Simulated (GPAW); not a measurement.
# BaZrO3 (Pm-3m) in GPAW: convergence with smearing function

Aim: find how far smearing function must go before the results for BaZrO3 settle, at RPBE. This setting moves, with any that are tied to it; all else stays.

Program: GPAW 26.7.0. These are calculated values, not measurements. Logs are shortened: lines on timing, memory, paths and dates and some standing lists are left out, and cuts for length are marked. The log counts tension as positive stress, the text compression.

**1. Starting point**

It takes space group Pm-3m (No. 221, cubic). The conventional cell has a = 4.191 Å, b = 4.191 Å, c = 4.191 Å, α = 90.00°, β = 90.00°, γ = 90.00°. Ba (site symmetry m-3m) has 12 O at 2.96 Å as nearest neighbours. Zr (site symmetry m-3m) is surrounded by 6 O at 2.10 Å. O (site symmetry 4/mmm) has 2 Zr at 2.10 Å as nearest neighbours.

**2. With smearing function fermi-dirac**

File run.py:

```python
from ase import Atoms
from ase.dft.bandgap import bandgap
from ase.io import write
from ase.units import GPa
from gpaw import GPAW, PW

atoms = Atoms(['Ba', 'Zr', 'O', 'O', 'O'],
              cell=[[4.19134, 0.0, 0.0],
                    [0.0, 4.19134, 0.0],
                    [0.0, 0.0, 4.19134]],
              scaled_positions=[[0.0, 0.0, 0.0],
                                [0.5, 0.5, 0.5],
                                [0.5, 0.5, 0.0],
                                [0.5, 0.0, 0.5],
                                [0.0, 0.5, 0.5]],
              pbc=True)

calc = GPAW(mode=PW(800),
            xc='RPBE',
            kpts={'size': (5, 5, 5), 'gamma': True},
            occupations={'name': 'fermi-dirac', 'width': 0.1},
            nbands=36,
            convergence={'density': 1e-05, 'energy': 1e-05},
            maxiter=100,
            txt='gpaw.txt')
atoms.calc = calc
energy = atoms.get_potential_energy()
forces = atoms.get_forces()
stress = atoms.get_stress()
calc.write('gs.gpw')
write('result.traj', atoms)
print(f'Energy: {energy:.6f} eV')
print('Forces (eV/A):')
print(forces.round(4))
print('Stress (GPa):', (stress / GPa).round(3))
print('Fermi level:', round(calc.get_fermi_level(), 4), 'eV')
print(f'Gap: {bandgap(calc)[0]:.4f} eV, direct: {bandgap(calc, direct=True)[0]:.4f} eV')
```

Potentials or basis: the program's PAW data sets (release 1.2.1) made for this functional, pw.

Launch:

```sh
OMP_NUM_THREADS=1 python run.py
```

Wall time 30 s (1 thread of Arm Neoverse V1, shared host); peak memory 0.2 GiB.

The run converged. Its results:

```
Free energy            : -39.2919 eV
Pressure               : 7.6 GPa
Band gap on the k mesh : 3.35 eV, indirect (least direct gap 3.46 eV)
```

**3. With smearing function gaussian**

run.py, as its differences from that of step 2:

```diff
@@ -20,3 +20,3 @@
             kpts={'size': (5, 5, 5), 'gamma': True},
-            occupations={'name': 'fermi-dirac', 'width': 0.1},
+            occupations={'name': 'methfessel-paxton', 'order': 0, 'width': 0.1},
             nbands=36,
```

Potentials or basis: the program's PAW data sets (release 1.2.1) made for this functional, pw.

Launch:

```sh
OMP_NUM_THREADS=1 python run.py
```

Run time: 30 s. Hardware: 1 thread of Arm Neoverse V1, shared host; peak memory 0.2 GiB.

Results (log left out):

```yaml
Free_energy: -39.2919 eV
Pressure: 7.6 GPa
Band_gap_on_the_k_mesh: 3.35 eV, indirect (least direct gap 3.46 eV)
```

**4. With smearing function marzari-vanderbilt**

run.py, as its differences from that of step 3:

```diff
@@ -20,3 +20,3 @@
             kpts={'size': (5, 5, 5), 'gamma': True},
-            occupations={'name': 'methfessel-paxton', 'order': 0, 'width': 0.1},
+            occupations={'name': 'marzari-vanderbilt', 'width': 0.1},
             nbands=36,
```

Launch:

```sh
OMP_NUM_THREADS=1 python run.py
```

It took 30 s on 1 thread of Arm Neoverse V1, shared host; peak memory 0.2 GiB.

It converged, with:

- Free energy: -39.2919 eV
- Pressure: 7.6 GPa
- Band gap on the k mesh: 3.35 eV, indirect (least direct gap 3.46 eV)

**5. With smearing function methfessel-paxton**

run.py, as its differences from that of step 4:

```diff
@@ -20,3 +20,3 @@
             kpts={'size': (5, 5, 5), 'gamma': True},
-            occupations={'name': 'marzari-vanderbilt', 'width': 0.1},
+            occupations={'name': 'methfessel-paxton', 'width': 0.1},
             nbands=36,
```

Launch:

```sh
OMP_NUM_THREADS=1 python run.py
```

It took 30 s on 1 thread of Arm Neoverse V1, shared host; peak memory 0.2 GiB.

The run converged. Its results:

```yaml
Free_energy: -39.2919 eV
Pressure: 7.6 GPa
Band_gap_on_the_k_mesh: 3.35 eV, indirect (least direct gap 3.46 eV)
```

**6. With smearing function tetrahedron-method**

run.py, as its differences from that of step 5:

```diff
@@ -20,3 +20,3 @@
             kpts={'size': (5, 5, 5), 'gamma': True},
-            occupations={'name': 'methfessel-paxton', 'width': 0.1},
+            occupations={'name': 'tetrahedron-method'},
             nbands=36,
```

Potentials or basis: the program's PAW data sets (release 1.2.1) made for this functional, pw.

Launch:

```sh
OMP_NUM_THREADS=1 python run.py
```

It took 30 s on 1 thread of Arm Neoverse V1, shared host; peak memory 0.2 GiB.

It converged, with:

| Item | Value |
| --- | --- |
| Free energy | -39.2919 eV |
| Pressure | 7.6 GPa |
| Band gap on the k mesh | 3.35 eV, indirect (least direct gap 3.46 eV) |

**7. With smearing function improved-tetrahedron-method**

run.py, as its differences from that of step 6:

```diff
@@ -20,3 +20,3 @@
             kpts={'size': (5, 5, 5), 'gamma': True},
-            occupations={'name': 'tetrahedron-method'},
+            occupations={'name': 'improved-tetrahedron-method'},
             nbands=36,
```

Launch:

```sh
OMP_NUM_THREADS=1 python run.py
```

Run time: 30 s. Hardware: 1 thread of Arm Neoverse V1, shared host; peak memory 0.2 GiB.

It converged, with:

```
Free energy            : -39.2919 eV
Pressure               : 7.6 GPa
Band gap on the k mesh : 3.35 eV, indirect (least direct gap 3.46 eV)
```

**8. With smearing function fixed**

run.py, as its differences from that of step 7:

```diff
@@ -20,3 +20,3 @@
             kpts={'size': (5, 5, 5), 'gamma': True},
-            occupations={'name': 'improved-tetrahedron-method'},
+            occupations={'width': 0.0},
             nbands=36,
```

Potentials or basis: the program's PAW data sets (release 1.2.1) made for this functional, pw.

Launch:

```sh
OMP_NUM_THREADS=1 python run.py
```

gpaw.txt:

```text
__  _  _
 | _ |_)|_||  |
 |__||  | ||/\| - 26.7.0

Input parameters:
  mode=PW(ecut=800.0),
  convergence={'density': 1e-05, 'energy': 1e-05},
  kpts=MonkhorstPack(size=(5, 5, 5), gamma=True),
  maxiter=100,
  nbands=36,
  occupations=Occupations(width=0.0),
  xc=XC(name='RPBE')

Diagonalizing LCAO Hamiltonian
Converting LCAO to pw mode
    .---------.
   /|         |
  / |         |
 *  |         |
 | O|  Zr     |
 |  .---------.
 | /  OO     /
 |/         /
 Ba--------*

Atoms  # Å, Bohr magnetons
|   | symbol |        x |        y |        z |    initial magnetic moments |
|---|--------|----------|----------|----------|-----------------------------|
| 0 |     Ba | 0.000000 | 0.000000 | 0.000000 | ( 0.0000,  0.0000,  0.0000) |
| 1 |     Zr | 2.095670 | 2.095670 | 2.095670 | ( 0.0000,  0.0000,  0.0000) |
| 2 |      O | 2.095670 | 2.095670 | 0.000000 | ( 0.0000,  0.0000,  0.0000) |
| 3 |      O | 2.095670 | 0.000000 | 2.095670 | ( 0.0000,  0.0000,  0.0000) |
| 4 |      O | 0.000000 | 2.095670 | 2.095670 | ( 0.0000,  0.0000,  0.0000) |

Unit cell  # Å
| periodic |        x |        y |        z |  lengths |    angles |
|----------|----------|----------|----------|----------|-----------|
|      yes | 4.191340 | 0.000000 | 0.000000 | 4.191340 | 90.000000 |
|      yes | 0.000000 | 4.191340 | 0.000000 | 4.191340 | 90.000000 |
|      yes | 0.000000 | 0.000000 | 4.191340 | 4.191340 | 90.000000 |

Number of symmetries: 48
Symmetry operations  # r_c * U_cc + t_c -> r_c
|    | kind |            matrix            |
|----|------|------------------------------|
|  0 |  E   |  1, 0, 0,  0, 1, 0,  0, 0, 1 |
|  1 |  σ   |  1, 0, 0,  0, 1, 0,  0, 0,-1 |
|  2 |  σ   |  1, 0, 0,  0, 0, 1,  0, 1, 0 |
|  3 |  C4  |  1, 0, 0,  0, 0, 1,  0,-1, 0 |
|  4 |  C4  |  1, 0, 0,  0, 0,-1,  0, 1, 0 |
|  5 |  σ   |  1, 0, 0,  0, 0,-1,  0,-1, 0 |
|  6 |  σ   |  1, 0, 0,  0,-1, 0,  0, 0, 1 |
|  7 |  C2  |  1, 0, 0,  0,-1, 0,  0, 0,-1 |
|  8 |  σ   |  0, 1, 0,  1, 0, 0,  0, 0, 1 |
|  9 |  C2  |  0, 1, 0,  1, 0, 0,  0, 0,-1 |
| 10 |  C3  |  0, 1, 0,  0, 0, 1,  1, 0, 0 |
| 11 |  S6  |  0, 1, 0,  0, 0, 1, -1, 0, 0 |
| 12 |  S6  |  0, 1, 0,  0, 0,-1,  1, 0, 0 |
| 13 |  C3  |  0, 1, 0,  0, 0,-1, -1, 0, 0 |
| 14 |  C4  |  0, 1, 0, -1, 0, 0,  0, 0, 1 |
| 15 |  S4  |  0, 1, 0, -1, 0, 0,  0, 0,-1 |
| 16 |  C3  |  0, 0, 1,  1, 0, 0,  0, 1, 0 |
| 17 |  S6  |  0, 0, 1,  1, 0, 0,  0,-1, 0 |
| 18 |  σ   |  0, 0, 1,  0, 1, 0,  1, 0, 0 |
| 19 |  C4  |  0, 0, 1,  0, 1, 0, -1, 0, 0 |
| 20 |  C2  |  0, 0, 1,  0,-1, 0,  1, 0, 0 |
| 21 |  S4  |  0, 0, 1,  0,-1, 0, -1, 0, 0 |
| 22 |  S6  |  0, 0, 1, -1, 0, 0,  0, 1, 0 |
| 23 |  C3  |  0, 0, 1, -1, 0, 0,  0,-1, 0 |
| 24 |  S6  |  0, 0,-1,  1, 0, 0,  0, 1, 0 |
| 25 |  C3  |  0, 0,-1,  1, 0, 0,  0,-1, 0 |
| 26 |  C4  |  0, 0,-1,  0, 1, 0,  1, 0, 0 |
| 27 |  σ   |  0, 0,-1,  0, 1, 0, -1, 0, 0 |
| 28 |  S4  |  0, 0,-1,  0,-1, 0,  1, 0, 0 |
| 29 |  C2  |  0, 0,-1,  0,-1, 0, -1, 0, 0 |
| 30 |  C3  |  0, 0,-1, -1, 0, 0,  0, 1, 0 |
| 31 |  S6  |  0, 0,-1, -1, 0, 0,  0,-1, 0 |
| 32 |  C4  |  0,-1, 0,  1, 0, 0,  0, 0, 1 |
| 33 |  S4  |  0,-1, 0,  1, 0, 0,  0, 0,-1 |
| 34 |  S6  |  0,-1, 0,  0, 0, 1,  1, 0, 0 |
| 35 |  C3  |  0,-1, 0,  0, 0, 1, -1, 0, 0 |
| 36 |  C3  |  0,-1, 0,  0, 0,-1,  1, 0, 0 |
| 37 |  S6  |  0,-1, 0,  0, 0,-1, -1, 0, 0 |
| 38 |  σ   |  0,-1, 0, -1, 0, 0,  0, 0, 1 |
| 39 |  C2  |  0,-1, 0, -1, 0, 0,  0, 0,-1 |
| 40 |  σ   | -1, 0, 0,  0, 1, 0,  0, 0, 1 |
| 41 |  C2  | -1, 0, 0,  0, 1, 0,  0, 0,-1 |
| 42 |  C2  | -1, 0, 0,  0, 0, 1,  0, 1, 0 |
| 43 |  S4  | -1, 0, 0,  0, 0, 1,  0,-1, 0 |
| 44 |  S4  | -1, 0, 0,  0, 0,-1,  0, 1, 0 |
| 45 |  C2  | -1, 0, 0,  0, 0,-1,  0,-1, 0 |
| 46 |  C2  | -1, 0, 0,  0,-1, 0,  0, 0, 1 |
| 47 |  i   | -1, 0, 0,  0,-1, 0,  0, 0,-1 |
[... 92 lines left out ...]
    |    d |        |      23.642 |    1.244 |

    Using partial waves for Zr as LCAO basis

  O:
    name:    Oxygen
    Z:       8.0
    valence: 6
    core:    2
    charge:  0.0  # [|e|]
    compensation charges:
      type: gauss
      rc: 0.21  # [Å]
      lmax: 2
    cutoffs:
      filter: 1.17  # [Å]
      core: 0.83  # [Å]
    projectors
    | kind |    occ | energy [eV] | rcut [Å] |
    |------|--------|-------------|----------|
    |   2s |  2.000 |     -24.041 |    0.688 |
    |   2p |  4.000 |      -8.984 |    0.598 |
    |    s |        |       3.170 |    0.688 |
    |    p |        |      18.228 |    0.598 |
    |    d |        |       0.000 |    0.619 |

    Using partial waves for O as LCAO basis

Reference energy: -325317.467230  # eV

eigensolver:
  PPCG
  Converge bands: occupied
  niter=2

density mixing:
  MSR1-Mixer
  Pratt-step length: 0.05
  Maximum mixing coefficient: 0.75
  Old densities: 10
  SVD Regularization: 0.005
  Good broyden scale: 1.0
  Trust region scale: 1.0
  Backstep threshold: 4.0
  History deletion threshold: 6.0
  Fourier metric: weight=20.0, sigma=0.015

occupation numbers:
  # Zero width

poisson solver:
  ecut: 6400.0  # eV

xc functional:
  name: RPBE with 2 nearest neighbor stencil

convergence criteria:
- Maximum integral of absolute [dens]ity change: 1e-05 electrons / valence electron
- Maximum [total energy] change in last 3 cyles: 1e-05 eV / valence electron
- Maximum integral of absolute [eigenst]ate change: 4e-08 eV^2 / valence electron
maximum number of iterations: 100

SCF iterations
|iter     | |      energy | eigst |  dens |
|---------|-|-------------|-------|-------|
|iter:   1| |  -43.838163 | +0.29 |       |
|iter:   2| |  -42.490097 | -1.32 | -0.87 |
|iter:   3| |  -39.244647 | -0.77 | -0.93 |
|iter:   4| |  -39.259288 | -2.62 | -1.49 |
|iter:   5| |  -39.289836 | -2.82 | -1.70 |
|iter:   6| |  -39.291638 | -4.14 | -2.51 |
|iter:   7| |  -39.291865 | -5.26 | -3.05 |
|iter:   8| |  -39.291884c| -6.22 | -3.67 |
|iter:   9| |  -39.291884c| -7.80c| -4.55 |
|iter:  10| |  -39.291884c| -7.44c| -5.02c|

Converged in 10 steps
Energy contributions relative to reference atoms: (reference = -325317.467230)

Energy contributions:
  Kinetic:          48.695250
  Coulomb:         -50.679622
  Zero:              0.842638
  External:          0.000000
  Xc:              -38.150151
  Entropy:           0.000000
  Spinorbit:         0.000000
  ----------------------------
  Free energy:     -39.291884
  Extrapolated:    -39.291884

dipole moment: (-37.132541, -37.132541, -37.132541)  # |e|*Ang

Fermi level: 8.937
Eigenvalues  # (at kpt = [0.000, 0.000, 0.000])
| band index |      eig [eV] | occ [0-2] |
|------------|---------------|-----------|
|          0 |       -39.734 |     2.000 |
|        ... |               |           |
|         12 |         5.927 |     2.000 |
|         13 |         5.927 |     2.000 |
|         14 |         6.386 |     2.000 |
|         15 |         6.386 |     2.000 |
|         16 |         6.386 |     2.000 |
|         17 |         7.151 |     2.000 |
[... 8 lines left out ...]
|         26 |        14.769 |     0.000 |
|         27 |        14.769 |     0.000 |
|        ... |               |           |
|         35 |        24.888 |     0.000 |

Gap: 3.349 eV
Transition (v -> c):
  (s=0, k=9, n=19, [0.40, 0.40, 0.40]) -> (s=0, k=0, n=20, [0.00, 0.00, 0.00])
Direct/indirect transitions are different
Direct gap: 3.461 eV
Transition at: (s=0, k=0, n=19, [0.00, 0.00, 0.00])

Forces  # eV/Ang
|       x |       y |       z |
|---------|---------|---------|
| 0.00000 | 0.00000 | 0.00000 |  # Ba   0
| 0.00000 | 0.00000 | 0.00000 |  # Zr   1
| 0.00000 | 0.00000 | 0.00000 |  # O    2
| 0.00000 | 0.00000 | 0.00000 |  # O    3
| 0.00000 | 0.00000 | 0.00000 |  # O    4

Stress tensor  # eV/Ang^3
|         x |         y |         z |
|-----------|-----------|-----------|
| -0.047633 |  0.000000 |  0.000000 |
|  0.000000 | -0.047633 |  0.000000 |
|  0.000000 |  0.000000 | -0.047633 |

# Writing to gs.gpw (mode='')
```

Run time: 30 s. Hardware: 1 thread of Arm Neoverse V1, shared host; peak memory 0.2 GiB.

What came out:

| Property | Result |
| --- | --- |
| Free energy | -39.2919 eV |
| Pressure | 7.6 GPa |
| Band gap on the k mesh | 3.35 eV, indirect (least direct gap 3.46 eV) |

**9. The series at a glance**

```csv
smearing function,"energy less the tightest run, at zero smearing (meV/atom)",SCF cycles,CPU time (s),peak memory (GiB)
fermi-dirac,0.00,10,30,0.2
gaussian,0.00,10,30,0.2
marzari-vanderbilt,0.00,10,30,0.2
methfessel-paxton,0.00,10,30,0.2
tetrahedron-method,0.00,10,30,0.2
improved-tetrahedron-method,0.00,10,30,0.2
fixed,0.00,10,30,0.2
```

Against the tightest run, the energy stays within 1 meV/atom from fermi-dirac on. The tightest run that finished is the yardstick and may itself not be fully converged.

Caveats: spin-orbit coupling is left out, which moves the levels of the heavy elements; an odd mesh through Γ misses points on the zone boundary, where band edges often lie.
